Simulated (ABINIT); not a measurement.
Crystal: Sb.

```
CELL_PARAMETERS angstrom
3.16000 0.00000 0.00000
0.00000 3.16000 0.00000
0.00000 0.00000 3.16000
ATOMIC_POSITIONS crystal
Sb 0.00000 0.00000 0.00000
```

This isn't the form of Sb at room conditions, which is rhombohedral.

Base run:

* Program: ABINIT 10.8.3 (patched build)
* Functional: PBE
* Potentials or basis: JTH PAW PBE v2.0
* Cutoff: 517 eV
* k mesh: 8 × 8 × 8
* Occupations: fermi-dirac, width 0.05 eV
* Spin: no spin polarisation

Its results: band gap on the k mesh none (metal or under the smearing width); pressure -2.5 GPa.

Task: The run is repeated on the same cell with these changes: functional from PBE to PBEsol. What comes out?

Result: Band gap on the k mesh none (metal or under the smearing width); pressure -4.9 GPa.

PBEsol binds more tightly than PBE, so the same cell stands under less pressure.

Caveats: the PAW data sets were made with another functional, which shifts forces and pressure a little (some runs).
